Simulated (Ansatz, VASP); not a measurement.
**P: VASP beside Ansatz**

File INCAR:

```
PREC = Accurate ; ENCUT = 520
EDIFF = 1E-6 ; ISMEAR = 0
SIGMA = 0.01 ; LREAL = False
LASPH = True ; NELM = 100
ALGO = Normal ; ISIF = 2
LWAVE = False ; LCHARG = True
GGA = RE ; IVDW = 13
LORBIT = 11 ; LELF = True
LVHAR = True
```

Contents of KPOINTS:

```
Automatic mesh
0
Gamma
  11 11 11
```

Contents of POSCAR:

```
P
1.0
   -1.6915100431      2.5151650373      1.8589441358
    1.6915100431     -2.5151650373      1.8589441358
    1.6915100431      2.5151650373     -1.8589441358
P
2
Direct
    0.6966908900      0.9466908900      0.7500000000
    0.3033091100      0.0533091100      0.2500000000
```

Contents of input.yaml:

```yaml
crystal:
  lattice:
    - [-1.6915100431, 2.5151650373, 1.8589441358]
    - [1.6915100431, -2.5151650373, 1.8589441358]
    - [1.6915100431, 2.5151650373, -1.8589441358]
  atoms:
    - { symbol: P, position: [0.69669089, 0.94669089, 0.75] }
    - { symbol: P, position: [0.30330911, 0.05330911, 0.25] }
hamiltonian:
  xc: revpbe
  pseudopotentials: { kind: paw }
  dispersion: d4
kpoints:
  mp_grid: { grid: [11, 11, 11] }
scf:
  occupations: { method: gaussian, width: 0.01 }
output:
  forces: true
  stress: true
  eigenvalues: true
  bader: true
  populations: intrinsic
```

This isn't the form of P at room conditions, which is orthorhombic.

Alike in both runs: task atomic charges; functional revPBE; dispersion D4; k mesh 11 × 11 × 11; occupations gaussian, width 0.01 eV; no spin polarisation.

|  | VASP | Ansatz |
| --- | --- | --- |
| version | VASP 6.6.1 | Ansatz 0.2.0 |
| potentials or method | VASP PAW PBE potentials, release 64 (P) | Ansatz PAW |
| plane-wave cutoff (eV) | 520 | 420 |
| valence electrons in the cell | 10 | 10 |

VASP gave:

- gap on the k mesh at the Fermi level (eV): none
- pressure (GPa): -5.7
- largest component of the traceless stress (GPa): 0.96
- rms of the force components (eV/Å): 0.192
- dispersion energy (meV/atom): -910.7

Problem. What did Ansatz give for the same quantities?

Solution. gap on the k mesh at the Fermi level (eV): none; pressure (GPa): -5.2; largest component of the traceless stress (GPa): 1.16; rms of the force components (eV/Å): 0.232; dispersion energy (meV/atom): -910.8.

Atom by atom the forces differ by 0.040 eV/Å (rms over components). A gap of «none» marks a metal or a gap that the smearing closes. With one functional, cell and mesh, what is left measures potentials, basis and numerics.

Caveats: pairwise dispersion overbinds metals, which lowers pressure and volume; the PAW data sets were made with another functional, which shifts forces and pressure a little (VASP); the PAW data sets come from PBE, with cores solved anew for the run's functional, which leaves a small shift of forces and pressure (Ansatz).
